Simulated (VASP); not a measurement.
# Al: intraband terms of a metal's spectrum

Al, Im-3m (no. 229), 1 atom in the cell. PBE, independent-particle dielectric function; PAW potentials Al (PBE set).

## Input

INCAR.step1:
```
SYSTEM = Al
EDIFF    = 1E-7           ! SCF threshold, eV
ENCUT    = 280            ! plane-wave cutoff, eV
ISMEAR   = 1              ! smearing method
KPAR     = 4            
LASPH    = .TRUE.         ! aspherical terms in the spheres
LCHARG   = .TRUE.         ! write CHGCAR
LMAXMIX  = 4              ! l up to which the mixer works
LWAVE    = .FALSE.        ! write WAVECAR
PREC     = Accurate       ! precision mode
SIGMA    = 0.1            ! smearing width, eV
```

INCAR.step2:
```
SYSTEM = Al
CSHIFT   = 0.1          
EDIFF    = 1E-6           ! SCF threshold, eV
ENCUT    = 280            ! plane-wave cutoff, eV
ICHARG   = 11             ! starting density
ISMEAR   = 0              ! smearing method
KPAR     = 4            
LASPH    = .TRUE.         ! aspherical terms in the spheres
LCHARG   = .FALSE.        ! write CHGCAR
LMAXMIX  = 4              ! l up to which the mixer works
LWAVE    = .TRUE.         ! write WAVECAR
NBANDS   = 16             ! bands
NEDOS    = 3000           ! points of the DOS
OMEGAMAX = 30           
PREC     = Accurate       ! precision mode
SIGMA    = 0.3            ! smearing width, eV
```

INCAR.step3, as INCAR.step2 but for:
```
- LWAVE = .TRUE.
+ ALGO = None
+ ISTART = 1
+ LOPTICS = .TRUE.
+ LWAVE = .FALSE.
+ NELM = 1
```

INCAR.step4, as INCAR.step3 but for:
```
+ WPLASMAI = 0.03
```

INCAR.step5 to INCAR.step6 change the same tag again: WPLASMAI = 0.1, 0.3.

INCAR.step7, as INCAR.step6 but for:
```
- WPLASMAI = 0.3
+ RTIME = 5
```

INCAR.step8, as INCAR.step7 but for:
```
- RTIME = 5
+ RTIME = 20
```

INCAR.step9, as INCAR.step8 but for:
```
- RTIME = 20
+ LNABLA = .TRUE.
```

INCAR.step10, as INCAR.step9 but for:
```
- ISMEAR = 0
- LNABLA = .TRUE.
+ ISMEAR = -5
```

KPOINTS.step1:
```
k-points
0
Gamma
  12 12 12
```

KPOINTS.step2:
```
k-points
0
Gamma
  24 24 24
```

POSCAR:
```
Al
1.0
   -1.5912186900      1.5912186900      1.5912186900
    1.5912186900     -1.5912186900      1.5912186900
    1.5912186900      1.5912186900     -1.5912186900
Al
1
Direct
    0.0000000000      0.0000000000      0.0000000000
```

Commands (each step's output is kept before the next begins):
```
cat potpaw_PBE.64/Al/POTCAR > POTCAR
cp INCAR.step1 INCAR
cp KPOINTS.step1 KPOINTS
mpirun -np 4 vasp_std > vasp.out
cp INCAR.step2 INCAR
cp KPOINTS.step2 KPOINTS
mpirun -np 4 vasp_std > vasp.out
cp INCAR.step3 INCAR
mpirun -np 4 vasp_std > vasp.out
cp INCAR.step4 INCAR
mpirun -np 4 vasp_std > vasp.out
cp INCAR.step5 INCAR
mpirun -np 4 vasp_std > vasp.out
cp INCAR.step6 INCAR
mpirun -np 4 vasp_std > vasp.out
cp INCAR.step7 INCAR
mpirun -np 4 vasp_std > vasp.out
cp INCAR.step8 INCAR
mpirun -np 4 vasp_std > vasp.out
cp INCAR.step9 INCAR
mpirun -np 4 vasp_std > vasp.out
cp INCAR.step10 INCAR
mpirun -np 4 vasp_std > vasp.out
```

## Result

- Bands: 16

One ground state, settings moved in the last step alone:

| Settings | Plasma frequency (eV) | Im ε at 0.5 eV | Im ε at 1 eV | Im ε at 2 eV | Im ε at 4 eV | Time (s) |
|---|---|---|---|---|---|---|
| interband part alone | 13.58 | 51.7 | 49.0 | 5.9 | 0.7 | 5 |
| Drude term, WPLASMAI 0.03 | 13.58 | 95.8 | 54.5 | 6.6 | 0.8 | 5 |
| Drude term, WPLASMAI 0.1 | 13.58 | 193.6 | 67.2 | 8.2 | 1.0 | 5 |
| Drude term, WPLASMAI 0.3 | 13.58 | 377.2 | 99.7 | 12.6 | 1.5 | 5 |
| relaxation time RTIME 5 fs | 13.58 | 233.3 | 72.8 | 8.9 | 1.0 | 6 |
| relaxation time RTIME 20 fs | 13.58 | 100.0 | 55.0 | 6.6 | 0.8 | 6 |
| transversal form (LNABLA) | 14.25 | 56.7 | 53.7 | 6.5 | 0.7 | 5 |
| tetrahedron method | – | – | – | – | – | no result |

VASP 6.6.1 took 48 s on 4 cores (AMD EPYC 7R43 (Zen 3)), a shared host.
